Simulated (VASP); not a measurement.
# RbBr in VASP: one cell, several levels of theory

RbBr built on the zincblende prototype, under +5.8 % strain along z alone is computed at one geometry. Runs: PBE, r2SCAN. This is a trial cell built on a prototype, not taken from a measured structure, and it needn't be the compound's ground state.

The runs shown are made with VASP 6.6.1. PAW datasets, plane waves. No spin polarisation. The prototype was imposed, so other structures may be more stable.

## (1) The system as given

The cell comes from an earlier relaxation with r2SCAN in another program, then strained, with the atoms relaxed again.

It is tetragonal, I-4m2 (No. 119); a = 5.472 Å, c = 8.186 Å in the conventional setting, 61.28 Å³ an atom. Rb has 4 Br at 3.42 Å; Br has 4 Rb at 3.42 Å.

The structure in full:

Space group I-4m2 (No. 119). a = 5.472 Å, b = 5.472 Å, c = 8.186 Å, α = 90.00°, β = 90.00°, γ = 90.00°
| atom | site | symmetry | x | y | z |
| --- | --- | --- | --- | --- | --- |
| Rb | 2a | -4m2 | 0.0000 | 0.0000 | 0.0000 |
| Br | 2d | -4m2 | 0.5000 | 0.0000 | 0.2500 |

## (2) Single point with PBE

INCAR

```
ENCUT = 520.000000
SIGMA = 0.020000
EDIFF = 1.00e-07
GGA = PE
PREC = Accurate
IBRION = -1
ISIF = 2
ISMEAR = -1
NBANDS = 15
NELM = 120
NSW = 0
LASPH = .TRUE.
LCHARG = .TRUE.
LELF = .TRUE.
LWAVE = .FALSE.
LREAL = .FALSE.
```

KPOINTS

```
KPOINTS created by Atomic Simulation Environment
0
Gamma
6 6 6
0 0 0
```

KPOINTS_OPT

```
special points
6
Reciprocal
0.0000000000 0.0000000000 0.0000000000 1
-0.5000000000 -0.5000000000 0.0000000000 1
-0.3750000000 -0.3750000000 0.2500000000 1
-0.3750000000 0.0000000000 0.3750000000 1
0.0000000000 0.0000000000 0.5000000000 1
-0.5000000000 -0.2500000000 0.2500000000 1
```

POSCAR

```
Rb Br
 1.0000000000000000
     0.0000000000000000    3.8694967701000000    4.0927667337000004
     3.8694967701000000    0.0000000000000000    4.0927667337000004
     3.8694967701000000    3.8694967701000000    0.0000000000000000
 Rb  Br
   1   1
Cartesian
  0.0000000000000000  0.0000000000000000  0.0000000000000000
  1.9347483850500000  1.9347483850500000  2.0463833668500002
```

Potentials: the recommended PBE PAW datasets, 16 valence electrons in the neutral cell.

Run with:

```
> mpirun -np 1 vasp_std
```

## (3) r2SCAN at this geometry

INCAR

```
ENCUT = 520.000000
SIGMA = 0.010000
EDIFF = 1.00e-07
ALGO = Normal
METAGGA = R2SCAN
PREC = Accurate
IBRION = -1
ISIF = 2
ISMEAR = 0
NBANDS = 15
NELM = 120
NSW = 0
LASPH = .TRUE.
LCHARG = .FALSE.
LWAVE = .FALSE.
LREAL = .FALSE.
```

KPOINTS is that of step 2.

KPOINTS_OPT is that of step 2.

POSCAR is that of step 2.

Before running it: what results should come out? Wanted: for each run, gap; pressure.

As calculated:

```
 level  gap (eV)  pressure (GPa)
   PBE      3.97           -0.26
r2SCAN      4.56           -0.43
```

**Reading.** The gap spans 3.97 eV (PBE) to 4.56 eV (r2SCAN).
